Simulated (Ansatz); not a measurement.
## SnSe: from a first guess to the relaxed wurtzite type

First guess:

```xyz
4
Lattice="4.3247 0.0000 0.0000 -2.1623 3.7453 0.0000 0.0000 0.0000 7.0492" Properties=species:S:1:pos:R:3 pbc="T T T"
Sn    0.0000    2.4968    0.0000
Sn    2.1623    1.2484    3.5246
Se    0.0000    2.4968    2.6505
Se    2.1623    1.2484    6.1751
```

The calculation used DFT, PBE, PAW with Ansatz's default frozen-core files, scalar-relativistic in Ansatz 0.2.0.

Cell and atoms relax within the symmetry of the start on a 11×11×6 k mesh with 0.08 eV Fermi–Dirac smearing.

The start is built from a prototype, known or not as a phase of this compound; the cutoff is 420 eV.

No spin–orbit coupling, which matters for the heavy atoms here.

(1) What is the pressure of the first guess?

(2) What does it relax to?

(3) How much energy does the relaxation release?

## Answers

(1) 16.46 GPa.

(2) a = 5.110 Å, b = 5.110 Å, c = 6.165 Å, α = 90.00°, β = 90.00°, γ = 120.00° (conventional cell), 34.85 Å³ per atom:
Space group P6_3mc (No. 186). a = 5.110 Å, b = 5.110 Å, c = 6.165 Å, α = 90.00°, β = 90.00°, γ = 120.00°
```
atom  site  symmetry       x       y       z
  Sn    2b       3m.  0.3333  0.6667  0.9554
  Se    2b       3m.  0.3333  0.6667  0.4206
```

(3) 474 meV/atom.
